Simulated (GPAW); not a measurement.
# BP (F-43m) in GPAW: settings compared

One crystal, BP, is run at these levels: TPSS, r2SCAN-EpsX, r2SCANh+D4; tasks: one-shot levels on a semilocal density, hybrid scf.

All numbers are computed with GPAW 26.7.0; they aren't measurements. Logs are shortened: lines on timing, memory, paths and dates and some standing lists are left out, and cuts for length are marked. The log counts tension as positive stress, the text compression.

## 1. The crystal as given

The structure is cubic, space group F-43m (No. 216). The conventional cell has a = 4.538 Å, b = 4.538 Å, c = 4.538 Å, α = 90.00°, β = 90.00°, γ = 90.00°. Around P (site symmetry -43m) lie 4 B at 1.97 Å. Around B (site symmetry -43m) lie 4 P at 1.97 Å.

## 2. One-shot levels on a semilocal density, TPSS

Contents of run.py:

```python
import numpy as np
from ase.dft.bandgap import bandgap
from ase.io import read, write
from ase.units import Ha
from gpaw import GPAW, PW
from gpaw.hybrids.energy import non_self_consistent_energy
from gpaw.new.pw.nschse import non_self_consistent_matrix_elements

atoms = read('POSCAR')

calc = GPAW(mode=PW(550),
            xc='MGGA_X_TPSS+MGGA_C_TPSS',
            kpts={'size': (7, 7, 7), 'gamma': True},
            occupations={'name': 'fermi-dirac', 'width': 0.05},
            nbands=11,
            convergence={'density': 1e-06, 'bands': 9},
            maxiter=75,
            txt='gpaw.txt')
atoms.calc = calc
energy = atoms.get_potential_energy()
calc.write('gs.gpw')
write('result.traj', atoms)
print(f'Energy: {energy:.6f} eV')
print('Fermi level:', round(calc.get_fermi_level(), 4), 'eV')
print(f'Gap: {bandgap(calc)[0]:.4f} eV, direct: {bandgap(calc, direct=True)[0]:.4f} eV')

calc.write('wfs.gpw', mode='all')
eps = calc.eigenvalues()
free = calc.get_potential_energy(force_consistent=True)
semilocal_x = free + calc.get_xc_difference('MGGA_X_TPSS')  # without correlation
exact_x = non_self_consistent_energy(calc, 'EXX').sum()
h_x = non_self_consistent_matrix_elements(GPAW('wfs.gpw').dft, 'MGGA_X_TPSS')
h_exx = non_self_consistent_matrix_elements(GPAW('wfs.gpw').dft, 'EXX')
shift = np.einsum('sknn->skn', h_exx - h_x).real * Ha
np.savetxt('shift.dat', shift[..., :9].reshape((-1, 9)), fmt='%.4f')
occupied = eps < calc.get_fermi_level()
for name, a in {'TPSSh': 0.1, 'TPSS0': 0.25}.items():
    levels = (eps + a * shift)[..., :9]
    gap = levels[~occupied[..., :9]].min() - levels[occupied[..., :9]].max()
    print(f'{name}: share {a}, energy {free + a * (exact_x - semilocal_x):.6f} eV, gap {gap:.4f} eV')
```

Contents of POSCAR:

```
BP
1.0
    0.0000000000      2.2690000000      2.2690000000
    2.2690000000      0.0000000000      2.2690000000
    2.2690000000      2.2690000000      0.0000000000
P B
1 1
Direct
    0.7500000000      0.7500000000      0.7500000000
    0.0000000000      0.0000000000      0.0000000000
```

Potentials or basis: GPAW PAW data sets (gpaw-data 1.2.1), pw.

Run with:

```bash
$ OMP_NUM_THREADS=1 python run.py
```

gpaw.txt:

```text
__  _  _
 | _ |_)|_||  |
 |__||  | ||/\| - 26.7.0

Input parameters:
  mode=PW(ecut=550.0),
  convergence={'density': 1e-06, 'bands': 9},
  kpts=MonkhorstPack(size=(7, 7, 7), gamma=True),
  maxiter=75,
  nbands=11,
  occupations=Occupations(name='fermi-dirac', width=0.05),
  xc=XC(name='MGGA_X_TPSS+MGGA_C_TPSS')

Diagonalizing LCAO Hamiltonian
Converting LCAO to pw mode

                  P

       B

Atoms  # Å, Bohr magnetons
|   | symbol |        x |        y |        z |    initial magnetic moments |
|---|--------|----------|----------|----------|-----------------------------|
| 0 |      P | 3.403500 | 3.403500 | 3.403500 | ( 0.0000,  0.0000,  0.0000) |
| 1 |      B | 0.000000 | 0.000000 | 0.000000 | ( 0.0000,  0.0000,  0.0000) |

Unit cell  # Å
| periodic |        x |        y |        z |  lengths |    angles |
|----------|----------|----------|----------|----------|-----------|
|      yes | 0.000000 | 2.269000 | 2.269000 | 3.208851 | 60.000000 |
|      yes | 2.269000 | 0.000000 | 2.269000 | 3.208851 | 60.000000 |
|      yes | 2.269000 | 2.269000 | 0.000000 | 3.208851 | 60.000000 |

Number of symmetries: 24
Symmetry operations  # r_c * U_cc + t_c -> r_c
|    | kind |            matrix            |
|----|------|------------------------------|
|  0 |  E   |  1, 0, 0,  0, 1, 0,  0, 0, 1 |
|  1 |  σ   |  1, 0, 0,  0, 0, 1,  0, 1, 0 |
|  2 |  σ   |  1, 0,-1,  0, 1,-1,  0, 0,-1 |
|  3 |  C3  |  1, 0,-1,  0, 0,-1,  0, 1,-1 |
|  4 |  C3  |  1,-1, 0,  0,-1, 1,  0,-1, 0 |
|  5 |  σ   |  1,-1, 0,  0,-1, 0,  0,-1, 1 |
|  6 |  σ   |  0, 1, 0,  1, 0, 0,  0, 0, 1 |
|  7 |  C3  |  0, 1, 0,  0, 0, 1,  1, 0, 0 |
|  8 |  C2  |  0, 1,-1,  1, 0,-1,  0, 0,-1 |
|  9 |  S4  |  0, 1,-1,  0, 0,-1,  1, 0,-1 |
| 10 |  C3  |  0, 0, 1,  1, 0, 0,  0, 1, 0 |
| 11 |  σ   |  0, 0, 1,  0, 1, 0,  1, 0, 0 |
| 12 |  S4  |  0, 0,-1,  1, 0,-1,  0, 1,-1 |
| 13 |  C3  |  0, 0,-1,  0, 1,-1,  1, 0,-1 |
| 14 |  S4  |  0,-1, 1,  1,-1, 0,  0,-1, 0 |
| 15 |  C2  |  0,-1, 1,  0,-1, 0,  1,-1, 0 |
| 16 |  C3  |  0,-1, 0,  1,-1, 0,  0,-1, 1 |
| 17 |  S4  |  0,-1, 0,  0,-1, 1,  1,-1, 0 |
| 18 |  S4  | -1, 1, 0, -1, 0, 1, -1, 0, 0 |
| 19 |  C3  | -1, 1, 0, -1, 0, 0, -1, 0, 1 |
| 20 |  C3  | -1, 0, 1, -1, 1, 0, -1, 0, 0 |
| 21 |  S4  | -1, 0, 1, -1, 0, 0, -1, 1, 0 |
| 22 |  σ   | -1, 0, 0, -1, 1, 0, -1, 0, 1 |
| 23 |  C2  | -1, 0, 0, -1, 0, 1, -1, 1, 0 |

BZ-sampling:
  Number of BZ points: 343
  Number of IBZ points: 20

  Monkhorst-Pack size: [7, 7, 7]
  Monkhorst-Pack shift: [0, 0, 0]

K-points  # in reciprocal-cell coordinates
|     |                                coordinates |     weight |
|-----|--------------------------------------------|------------|
|   0 | (  0.00000000,   0.00000000,   0.00000000) | 0.00291545 |
|   1 | (  0.14285714,   0.14285714,   0.00000000) | 0.01749271 |
|   2 | (  0.14285714,   0.14285714,   0.14285714) | 0.02332362 |
|   3 | (  0.28571429,   0.14285714,   0.14285714) | 0.03498542 |
|   4 | (  0.28571429,   0.28571429,   0.00000000) | 0.01749271 |
|   5 | (  0.28571429,   0.28571429,   0.14285714) | 0.06997085 |
|   6 | (  0.28571429,   0.28571429,   0.28571429) | 0.02332362 |
|   7 | (  0.42857143,  -0.28571429,  -0.28571429) | 0.03498542 |
|   8 | (  0.42857143,   0.28571429,  -0.42857143) | 0.13994169 |
|   9 | (  0.42857143,   0.28571429,  -0.28571429) | 0.06997085 |
| ... |                                            |            |
|  19 | (  0.42857143,   0.42857143,   0.42857143) | 0.02332362 |

Plane wave coefficients: 701
Cutoff: 550.0 eV

Spin-components: 1 (collinear spins)
Bands:           11
Projectors:      10
Spin-degeneracy: 2
Datatype:        complex128

Density:
  Valence electrons: 8.0
  Components: 1
  Grid points: [18 18 18]
  Charge: 0.0  # |e|

Potential:
  Grid points: [18 18 18]

species:
  P:
    name:    Phosphorus
    Z:       15.0
    valence: 5
    core:    10
    charge:  0.0  # [|e|]
    compensation charges:
      type: gauss
      rc: 0.30  # [Å]
      lmax: 2
    cutoffs:
      filter: 1.69  # [Å]
      core: 1.81  # [Å]
    projectors
    | kind |    occ | energy [eV] | rcut [Å] |
    |------|--------|-------------|----------|
    |   3s |  2.000 |     -13.968 |    0.953 |
    |   3p |  3.000 |      -5.506 |    0.953 |
    |    s |        |      13.244 |    0.953 |
    |    p |        |      21.705 |    0.953 |
    |    d |        |       0.000 |    0.953 |

    Using partial waves for P as LCAO basis

  B:
    name:    Boron
    Z:       5.0
    valence: 3
    core:    2
    charge:  0.0  # [|e|]
    compensation charges:
      type: gauss
      rc: 0.20  # [Å]
      lmax: 2
    cutoffs:
      filter: 1.14  # [Å]
      core: 1.38  # [Å]
    projectors
    | kind |    occ | energy [eV] | rcut [Å] |
    |------|--------|-------------|----------|
    |   2s |  2.000 |      -9.443 |    0.635 |
    |   2p |  1.000 |      -3.606 |    0.635 |
    |    s |        |      17.768 |    0.635 |
    |    p |        |      23.605 |    0.635 |
    |    d |        |       0.000 |    0.635 |

    Using partial waves for B as LCAO basis

Reference energy: -9972.403226  # eV

eigensolver:
  PPCG
  Converge bands: 9
  niter=2

density mixing:
  MSR1-Mixer
  Pratt-step length: 0.05
  Maximum mixing coefficient: 0.75
  Old densities: 10
  SVD Regularization: 0.005
  Good broyden scale: 1.0
  Trust region scale: 1.0
  Backstep threshold: 4.0
  History deletion threshold: 6.0
  Fourier metric: weight=20.0, sigma=0.015

occupation numbers:
  Fermi-Dirac:
    width: 0.0500  # eV

poisson solver:
  ecut: 4400.0  # eV

xc functional:
  name: MGGA_X_TPSS+MGGA_C_TPSS with 2 nearest neighbor stencil

convergence criteria:
- Maximum integral of absolute [dens]ity change: 1e-06 electrons / valence electron
- Maximum [total energy] change in last 3 cyles: 0.0005 eV / valence electron
- Maximum integral of absolute [eigenst]ate change: 4e-08 eV^2 / valence electron
maximum number of iterations: 75

SCF iterations
|iter     | |      energy | eigst |  dens |
|---------|-|-------------|-------|-------|
|iter:   1| |   68.245234 | +4.13 |       |
|iter:   2| |  -19.014264 | +1.55 | -0.86 |
|iter:   3| |  -19.073710 | +0.61 | -0.71 |
|iter:   4| |  -18.668041 | -0.61 | -0.73 |
|iter:   5| |  -18.623370 | -1.60 | -1.02 |
|iter:   6| |  -18.650625 | -2.16 | -1.17 |
|iter:   7| |  -18.696108 | -2.25 | -1.35 |
|iter:   8| |  -18.701422 | -3.09 | -1.62 |
|iter:   9| |  -18.700383 | -4.36 | -1.69 |
|iter:  10| |  -18.698590c| -3.81 | -1.73 |
|iter:  11| |  -18.698633c| -5.38 | -1.84 |
|iter:  12| |  -18.697081c| -3.23 | -1.86 |
|iter:  13| |  -18.697393c| -3.64 | -2.24 |
|iter:  14| |  -18.697440c| -5.50 | -2.97 |
|iter:  15| |  -18.697445c| -6.17 | -3.42 |
|iter:  16| |  -18.697445c| -7.67c| -4.47 |
|iter:  17| |  -18.697445c| -8.32c| -4.91 |
|iter:  18| |  -18.697445c| -8.57c| -5.93 |
|iter:  19| |  -18.697445c| -9.30c| -6.26c|

Converged in 19 steps
Energy contributions relative to reference atoms: (reference = -9972.403226)

Energy contributions:
  Kinetic:          11.894540
  Coulomb:         -10.172824
  Zero:             -0.046840
  External:          0.000000
  Xc:              -20.372322
  Entropy:          -0.000000
  Spinorbit:         0.000000
  ----------------------------
  Free energy:     -18.697445
  Extrapolated:    -18.697445

dipole moment: (-3.359012, -3.359012, -3.359012)  # |e|*Ang

Fermi level: 8.847
Eigenvalues  # (at kpt = [0.000, 0.000, 0.000])
| band index |      eig [eV] | occ [0-2] |
|------------|---------------|-----------|
|          0 |        -7.520 |     2.000 |
|          1 |         8.221 |     2.000 |
|          2 |         8.221 |     2.000 |
|          3 |         8.221 |     2.000 |
|          4 |        11.803 |     0.000 |
|          5 |        11.803 |     0.000 |
|          6 |        11.803 |     0.000 |
|          7 |        15.916 |     0.000 |
|          8 |        19.733 |     0.000 |
|          9 |        20.529 |     0.000 |
|         10 |        20.529 |     0.000 |

Gap: 1.287 eV
Transition (v -> c):
  (s=0, k=0, n=3, [0.00, 0.00, 0.00]) -> (s=0, k=16, n=4, [0.43, 0.43, 0.00])
Direct/indirect transitions are different
Direct gap: 3.583 eV
Transition at: (s=0, k=0, n=3, [0.00, 0.00, 0.00])
# Writing to gs.gpw (mode='')

# Writing to wfs.gpw (mode='all')
```

Run time: 4.7 min. Hardware: 1 thread of Arm Neoverse V1, shared host; peak memory 0.33 GiB.

Results:

| Property | Result |
| --- | --- |
| Free energy | -18.6974 eV |
| Band gap on the k mesh | 1.29 eV, indirect (least direct gap 3.58 eV) |

Band gaps from one-shot exact exchange on these states (eV): tpssh 1.83, tpss0 2.64

Caveat: energy and the plain gap are those of the semilocal run; the hybrids' values are one shot on its orbitals and mesh; an odd mesh through Γ misses points on the zone boundary, where band edges often lie.

(Part 1 of 2 ends here.)
